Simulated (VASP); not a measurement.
# MoS2 (R3m) in VASP: single point with PBE

Aim: the single point of MoS2 with PBE.

All numbers are computed with VASP 6.6.1; they aren't measurements. Logs are shortened: lines on timing, memory, paths and dates and some standing lists are left out, and cuts for length are marked.

### Step 1. The crystal as given

It takes space group R3m (No. 160, trigonal). Conventional cell: a = 3.214 Å, b = 3.214 Å, c = 18.666 Å, α = 90.00°, β = 90.00°, γ = 120.00°. Around Mo (site symmetry 3m) lie 6 S at 2.40 Å. Around S (site symmetry 3m) lie 3 Mo at 2.40 Å. S (site symmetry 3m) is surrounded by 3 Mo at 2.40 Å.

Measurements of this composition are mostly on another form, of space group No. 194.

### Step 2. Single point, PBE

The input, INCAR:

```
SYSTEM = MoS2
PREC = Accurate
ENCUT = 520
EDIFF = 1E-7
ISMEAR = -1
SIGMA = 0.0374
LREAL = .FALSE.
LASPH = .TRUE.
NELM = 100
ALGO = Fast
ISIF = 2
LWAVE = .FALSE.
LCHARG = .FALSE.
GGA = PE
NBANDS = 35
```

The input, KPOINTS:

```
regular mesh
0
G
  4 8 8
  0 0 0
```

The input, POSCAR:

```
MoS2
1.0
    3.2140375400      1.8556265500     12.4442696600
   -1.6070187700      0.9278132800      6.2221348300
    0.0000000000     -1.8556265500      6.2221348300
Mo S
2 4
Direct
    0.0000000000      0.0000000000      0.0000000000
    0.5000000000      0.0000000000      0.0000000000
    0.1258000000      0.2516000000      0.2516000000
    0.6258000000      0.2516000000      0.2516000000
    0.2075500000      0.4151000000      0.4151000000
    0.7075500000      0.4151000000      0.4151000000
```

Potentials or basis: VASP PAW PBE potentials, release 64 (Mo_sv, S).

Launch:

```sh
> cat potpaw_PBE.64/Mo_sv/POTCAR potpaw_PBE.64/S/POTCAR > POTCAR
> mpirun -np 1 vasp_std > vasp.out
```

OUTCAR:

```text
SYSTEM = MoS2
   PREC = Accurate
   ENCUT = 520
   EDIFF = 1E-7
   ISMEAR = -1
   LREAL = .FALSE.
   LASPH = .TRUE.
   NELM = 100
   ISIF = 2
   GGA = PE

 ion  position               nearest neighbor table
   1  0.000  0.000  0.000-   4 2.40   3 2.40   3 2.40   6 2.40   5 2.40   5 2.40   2 3.21   2 3.21
                             2 3.21   2 3.21
   2  0.500  0.000  0.000-   3 2.40   4 2.40   4 2.40   5 2.40   6 2.40   6 2.40   1 3.21   1 3.21
                             1 3.21   1 3.21
   3  0.126  0.252  0.252-   2 2.40   1 2.40   1 2.40
   4  0.626  0.252  0.252-   1 2.40   2 2.40   2 2.40
   5  0.208  0.415  0.415-   2 2.40   1 2.40   1 2.40
   6  0.708  0.415  0.415-   1 2.40   2 2.40   2 2.40

  LATTYP: Found a base centered monoclinic cell.
 ALAT       =    12.5818597259
 B/A-ratio  =     0.2554502321
 C/A-ratio  =     0.4424526476
 COS(beta)  =    -0.1474842157

  Lattice vectors:

 A1 = (  -1.6070187700,   0.9278132800,   6.2221348300)
 A2 = (   0.0000000000,  -1.8556265500,   6.2221348300)
 A3 = (   4.8210563100,   2.7834398200,   0.0000000000)

Analysis of symmetry for initial positions (statically):
=====================================================================
 Subroutine PRICEL returns following result:

  LATTYP: Found a trigonal (rhomboedric) cell.
 ALAT       =     6.4929429885
 COS(alpha) =     0.8774850490

  Lattice vectors:

 A1 = (   1.6070187700,   0.9278132750,   6.2221348300)
 A2 = (  -1.6070187700,   0.9278132800,   6.2221348300)
 A3 = (   0.0000000000,  -1.8556265500,   6.2221348300)

   2 primitive cells build up your supercell.

 Routine SETGRP: Setting up the symmetry group for a
 base centered monoclinic supercell.

 Subroutine GETGRP returns: Found  2 space group operations
 (whereof  2 operations were pure point group operations)
 out of a pool of  4 trial point group operations.

The static configuration has the point symmetry C_1h.

Analysis of symmetry for dynamics (positions and initial velocities):
=====================================================================
 Subroutine PRICEL returns following result:

  LATTYP: Found a trigonal (rhomboedric) cell.
 ALAT       =     6.4929429885
 COS(alpha) =     0.8774850490

  Lattice vectors:

 A1 = (   1.6070187700,   0.9278132750,   6.2221348300)
 A2 = (  -1.6070187700,   0.9278132800,   6.2221348300)
 A3 = (   0.0000000000,  -1.8556265500,   6.2221348300)

   2 primitive cells build up your supercell.

 Routine SETGRP: Setting up the symmetry group for a
 base centered monoclinic supercell.

 Subroutine GETGRP returns: Found  2 space group operations
 (whereof  2 operations were pure point group operations)
 out of a pool of  4 trial point group operations.

The dynamic configuration has the point symmetry C_1h.

 Subroutine INISYM returns: Found  2 space group operations
 (whereof  2 operations are pure point group operations),
 and found     2 'primitive' translations

----------------------------------------------------------------------------------------

                                     Primitive cell

  volume of cell :      55.6637

  direct lattice vectors                    reciprocal lattice vectors
     1.607018770  0.927813275  6.222134830     0.311135134  0.179633846  0.053572181
    -1.607018770  0.927813280  6.222134830    -0.311135134  0.179633846  0.053572181
     0.000000000 -1.855626550  6.222134830    -0.000000001 -0.359267691  0.053572181

  length of vectors
     6.492942988  6.492942989  6.492943226     0.363240098  0.363240097  0.363239938

[... 29 lines left out ...]
  Shift w.r.t. Gamma in fractional coordinates (k-lattice)
     0.000000000  0.000000000  0.000000000

 -----------------------------------------------------------------------------
|                                                                             |
|           W    W    AA    RRRRR   N    N  II  N    N   GGGG   !!!           |
|           W    W   A  A   R    R  NN   N  II  NN   N  G    G  !!!           |
|           W    W  A    A  R    R  N N  N  II  N N  N  G       !!!           |
|           W WW W  AAAAAA  RRRRR   N  N N  II  N  N N  G  GGG   !            |
|           WW  WW  A    A  R   R   N   NN  II  N   NN  G    G                |
|           W    W  A    A  R    R  N    N  II  N    N   GGGG   !!!           |
|                                                                             |
|     Your reciprocal lattice and k-lattice belong to different lattice       |
|     classes:                                                                |
|                                                                             |
|        The reciprocal lattice is base-centered monoclinic,                  |
|        whereas your k-lattice is rhombohedral (trigonal).                   |
|                                                                             |
|     Results are often still useful ...                                      |
|                                                                             |
 -----------------------------------------------------------------------------

 Subroutine IBZKPT returns following result:
 ===========================================

 Found     78 irreducible k-points:

 Following reciprocal coordinates:
            Coordinates               Weight
  0.000000  0.000000  0.000000      1.000000
  0.250000 -0.000000  0.000000      2.000000
  0.500000 -0.000000  0.000000      1.000000
 -0.000000  0.125000  0.000000      4.000000
  0.250000  0.125000  0.000000      4.000000
  0.500000  0.125000 -0.000000      4.000000
[... 16 lines left out ...]
 -0.000000  0.250000  0.125000      4.000000
  0.250000  0.250000  0.125000      4.000000
 [... further k-points ...]
   k-points           NKPTS =     78   k-points in BZ     NKDIM =     78   number of bands    NBANDS=     35
   number of dos      NEDOS =    301   number of ions     NIONS =      6
   total plane-waves  NPLWV = 225792
   dimension x,y,z NGX =    98 NGY =   48 NGZ =   48
   dimension x,y,z NGXF=   196 NGYF=   96 NGZF=   96
   ions per type =               2   4
   NGX,Y,Z   is equivalent  to a cutoff of  12.55, 12.29, 12.29 a.u.
   NGXF,Y,Z  is equivalent  to a cutoff of  25.09, 24.58, 24.58 a.u.
 SYSTEM =  MoS2
   PREC   = accura    normal or accurate (medium, high low for compatibility)
   ISTART =      0    job   : 0-new  1-cont  2-samecut
   ICHARG =      2    charge: 1-file 2-atom 10-const
   ISPIN  =      1    spin polarized calculation?
   LNONCOLLINEAR =      F non collinear calculations
   LSORBIT =      F    spin-orbit coupling
   LASPH  =      T    aspherical Exc in radial PAW
   ENCUT  =  520.0 eV  38.22 Ry    6.18 a.u.  24.15 12.07 12.07*2*pi/ulx,y,z
   NELM   =    100;   NELMIN=  2; NELMDL= -5     # of ELM steps
   EDIFF  = 0.1E-06   stopping-criterion for ELM
   LREAL  =      F    real-space projection
   EDIFFG = 0.1E-05   stopping-criterion for IOM
   NSW    =      0    number of steps for IOM
   IBRION =     -1    ionic relax: 0-MD 1-quasi-New 2-CG
   NFREE  =      0    steps in history (QN), initial steepest desc. (CG)
   ISIF   =      2    stress and relaxation
   ISYM   =      2    0-nonsym 1-usesym 2-fastsym
   POTIM  = 0.5000    time-step for ionic-motion
   TEBEG  =    0.0;   TEEND  =   0.0 temperature during run
   PSTRESS=    0.0 pullay stress
   NELECT =      52.0000    total number of electrons
   NUPDOWN=      -1.0000    fix difference up-down
   EMIN   =  10.00;   EMAX   =-10.00  energy-range for DOS
   EFERMI =   0.00;   METHOD = LEGACY
   ISMEAR =    -1;   SIGMA  =   0.04  broadening in eV -4-tet -1-fermi 0-gaus
   EFERMI_NEDOS =   21; number of points for ismear=-14 and -15
   IALGO  =     68    algorithm
   IMIX   =      4    mixing-type and parameters
     AMIX     =   0.40;   BMIX     =  1.00
     AMIX_MAG =   1.60;   BMIX_MAG =  1.00
  volume/ion in A,a.u.               =      18.55       125.21
  Fermi-wavevector in a.u.,A,eV,Ry     =   1.270209  2.400347 21.952063  1.613431
  Thomas-Fermi vector in A             =   2.403209
   LORBIT       =      0    0 simple, 1 ext, 2 COOP (PROOUT), +10 PAW based schemes
   GGA     = PE    functional components
   LHFCALC =     F    Hartree Fock is set to
   AEXX    =    0.0000 exact exchange contribution
   IVDW    =     0    specifies the selected vdW correction
   LEPSILON=     F    determine dielectric tensor
   LRPA    =     F    only Hartree local field effects (RPA)
 non-spin polarized calculation
 RMM-DIIS sequential band-by-band and
  energy-cutoff  :      520.00
  volume of cell :      111.33
 maximum number of plane-waves:      3019
 NGX is ok and might be reduce to    98
   NGX = 49   NGY = 25   NGZ = 25

 number of electron      51.9999997 magnetization

 Free energy of the ion-electron system (eV)
  ---------------------------------------------------
  ext. energy  EPLUGINS =         0.00000000
  ---------------------------------------------------
  free energy    TOTEN  =       -43.61430929 eV

  energy without entropy =      -43.61430875  energy(sigma->0) =      -43.61430902

 E-fermi :   7.5193     XC(G=0): -10.5605

 val. band max:        7.1504148222   @ k =  -0.0000   0.5000   0.5000
 cond. band min:       8.0160021411   @ k =  -0.2500   0.5000   0.1250
 fundamental gap:      0.8655873189
 Fermi energy:         7.5192532378

 k-point     1 :       0.0000    0.0000    0.0000
  band No.  band energies     occupation
      1     -54.5218      2.00000
      2     -54.4884      2.00000
      3     -28.8290      2.00000
      4     -28.6496      2.00000
      5     -28.5806      2.00000
      6     -28.5656      2.00000
[... 901 lines left out ...]
     34      10.7911      0.00000
     35      12.8206      0.00000

 [... further k-points ...]

------------------------ aborting loop because EDIFF is reached ----------------------------------------

  FORCE on cell =-STRESS in cart. coord.  units (eV):
  Direction    XX          YY          ZZ          XY          YZ          ZX
  --------------------------------------------------------------------------------------
  -------------------------------------------------------------------------------------
  Total       -0.3694160     -0.3694314      3.7437464      0.0000130      0.0000018      0.0000031
  in kB       -5.3164784     -5.3167000     53.8784142      0.0001864      0.0000253      0.0000440
  external PRESSURE =      14.4150786 kB  Pullay stress =       0.0000000 kB

 VOLUME and BASIS-vectors are now :
 -----------------------------------------------------------------------------
  energy-cutoff  :      520.00
  volume of cell :      111.33
      direct lattice vectors                 reciprocal lattice vectors
     3.214037540  1.855626550 12.444269660     0.155567567  0.089816923  0.026786090
    -1.607018770  0.927813280  6.222134830    -0.311135134  0.179633846  0.053572181
     0.000000000 -1.855626550  6.222134830    -0.000000001 -0.359267691  0.053572181

 POSITION                                       TOTAL-FORCE (eV/Angst)
 -----------------------------------------------------------------------------------
      0.00000      0.00000      0.00000         0.000004      0.000002      0.002496
      1.60702      0.92781      6.22213         0.000004      0.000002      0.002496
     -0.00000      0.00000      4.69647        -0.000000     -0.000000     -0.428258
      1.60702      0.92781     10.91860        -0.000000     -0.000000     -0.428258
     -0.00000      0.00000      7.74842        -0.000004     -0.000002      0.425762
      1.60702      0.92781     13.97056        -0.000004     -0.000002      0.425762
 -----------------------------------------------------------------------------------
    total drift:                               -0.000033      0.000014      0.000039

  FREE ENERGIE OF THE ION-ELECTRON SYSTEM (eV)
  ---------------------------------------------------
  free  energy   TOTEN  =       -43.6143092921 eV

  energy  without entropy=      -43.6143087535  energy(sigma->0) =      -43.61430902
```

Run time: 14 min. Hardware: 1 thread of AMD EPYC 9R45 (Zen 5), shared host; peak memory 0.6 GiB.

What came out:

```
Free energy            : -43.6143 eV
Pressure               : 1.4 GPa
Largest force          : 0.428 eV/Å
Band gap on the k mesh : 0.87 eV
```

Forces on the atoms (eV/Å):
```
Mo   0.000  0.000  0.002
Mo   0.000  0.000  0.002
S    0.000  0.000 -0.428
S    0.000  0.000 -0.428
S    0.000  0.000  0.426
S    0.000  0.000  0.426
```

Levels at points of the mesh, in eV from the valence-band top:
```
           k point  band 23  band 24  band 25  band 26  band 27  band 28  band 29  band 30
(0.00, 0.00, 0.00)    -1.87    -1.48    -1.28    -1.00     1.34     1.81     1.86     1.86
(0.50, 0.00, 0.00)    -1.65    -1.65    -1.49    -1.49     1.24     1.24     1.63     1.63
(0.00, 0.50, 0.00)    -2.02    -1.87    -1.48    -1.35     1.30     1.34     1.81     1.89
(0.50, 0.50, 0.00)    -2.37    -2.37    -1.38    -1.38     1.30     1.30     1.89     1.89
(0.00, 0.50, 0.50)    -2.46    -2.02    -1.35     0.00     1.30     1.89     1.94     1.94
(0.50, 0.50, 0.50)    -2.35    -2.35    -1.38    -1.38     1.48     1.48     1.84     1.84
```

A k mesh can miss the band edges. PBE gaps usually lie below the measured ones, often by a third to a half.
